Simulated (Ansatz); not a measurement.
A run of Ansatz 0.2.0 is set up as follows.

input.yaml

```yaml
crystal:
  lattice:
    - [3.223, 0.0, 0.0]
    - [-1.6115, 2.7911998764, 0.0]
    - [0.0, 0.0, 3.191]
  atoms:
    - { symbol: Mo, position: [0.0, 0.0, 0.0] }
    - { symbol: P, position: [0.3333333333, 0.6666666667, 0.5] }
hamiltonian:
  xc: pbe
  pseudopotentials: { kind: paw_fr }
magnetization:
  noncollinear: true
  spin_orbit: true
kpoints:
  mp_grid: { grid: [7, 7, 6] }
  band_path:
    path:
      - [[0.0, 0.0, 0.0], [0.5, 0.0, 0.0], [0.3333333333, 0.3333333333, 0.0], [0.0, 0.0, 0.0], [0.0, 0.0, 0.5], [0.5, 0.0, 0.5], [0.3333333333, 0.3333333333, 0.5], [0.0, 0.0, 0.5]]
      - [[0.5, 0.0, 0.5], [0.5, 0.0, 0.0]]
      - [[0.3333333333, 0.3333333333, 0.0], [0.3333333333, 0.3333333333, 0.5]]
    npoints: 14
scf:
  occupations: { method: fermi_dirac, width: 0.05 }
  n_extra_bands: 6
output:
  forces: true
  stress: true
  eigenvalues: true
  fatbands: false
```

Potentials or basis: Ansatz PAW.

Command:

```console
$ ansatz run input.yaml --threads 2 --pin off --max-ram 5632MiB --backend cpu --events-out ev --progress --plain --runs-dir out
```

Problem. Predict the pressure.

Solution. 2.6 GPa.

Problem. Estimate the band gap on the k mesh.

Solution. None (metal or under the smearing width).

Stress tensor (GPa, compression positive):
```
3.10 0.00 0.00
0.00 3.10 0.00
0.00 0.00 1.60
```
